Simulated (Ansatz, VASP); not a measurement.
**Sb in VASP and in Ansatz**

File INCAR:

```
PREC     = Accurate       # precision mode
ENCUT    = 520            # plane-wave cutoff, eV
EDIFF    = 1E-8           # SCF threshold, eV
ISMEAR   = -1             # smearing method
SIGMA    = 0.05           # smearing width, eV
LREAL    = F              # projectors in reciprocal space
LASPH    = T              # aspherical terms in the spheres
NELM     = 80             # most SCF steps
ALGO     = Normal         # electronic algorithm
ISIF     = 2              # what is computed and relaxed
LWAVE    = F              # write WAVECAR
LCHARG   = F              # write CHGCAR
GGA      = PS             # functional
LEFG     = T            
NBANDS   = 8              # bands
```

Contents of KPOINTS:

```
regular mesh
0
Gamma
  13 13 13
```

The input POSCAR:

```
Sb
1.0
    3.1600000000      0.0000000000      0.0000000000
    0.0000000000      3.1600000000      0.0000000000
    0.0000000000      0.0000000000      3.1600000000
Sb
1
Direct
    0.0000000000      0.0000000000      0.0000000000
```

Input for Ansatz:

```yaml
crystal:
  lattice:
    - [3.16, 0.0, 0.0]
    - [0.0, 3.16, 0.0]
    - [0.0, 0.0, 3.16]
  atoms:
    - { symbol: Sb, position: [0.0, 0.0, 0.0] }
kpoints:
  mp_grid: { grid: [13, 13, 13] }
  band_path:
    path:
      - [0.0, 0.0, 0.0]
      - [0.0, 0.5, 0.0]
      - [0.5, 0.5, 0.0]
      - [0.0, 0.0, 0.0]
      - [0.5, 0.5, 0.5]
      - [0.0, 0.5, 0.0]
      - [0.5, 0.5, 0.5]
      - [0.5, 0.5, 0.0]
    npoints: 14
scf:
  occupations: { method: fermi_dirac, width: 0.05 }
hamiltonian:
  xc: pbesol
  pseudopotentials: { kind: paw }
output:
  forces: true
  stress: true
  eigenvalues: true
  efg: { contact_densities: true }
  populations: true
  bader: true
  dos: { projected: true, de: 0.2, e_range: [-14, 8] }
  write_density: true
  write_potential: true
  elf: true
  volumetric_format: npy
```

Alike in both runs: task electric field gradients; functional PBEsol; k mesh 13 × 13 × 13; occupations fermi-dirac, width 0.05 eV; no spin polarisation.

|  | VASP | Ansatz |
| --- | --- | --- |
| version | VASP 6.6.1 | Ansatz 0.2.0 |
| potentials or method | VASP PAW PBE potentials, release 64 (Sb) | PAW with Ansatz's default frozen-core files, scalar-relativistic |
| plane-wave cutoff (eV) | 520 | 420 |
| valence electrons in the cell | 5 | 15 |

|  | VASP | Ansatz | Ansatz less VASP |
| --- | --- | --- | --- |
| pressure (GPa) | -4.9 | -4.9 | -0.04 |
| Vzz of the field gradient on the site that differs most (V/Å²) | 0.0 | 0.0 | 0.00 |

The two sets of potentials don't hold the same shells in valence. Ansatz warned: «gradients_without_spin_orbit».

Caveats: the PAW data sets were made with another functional, which shifts forces and pressure a little (VASP). Spin-orbit coupling is left out, which matters for the levels of Sb.
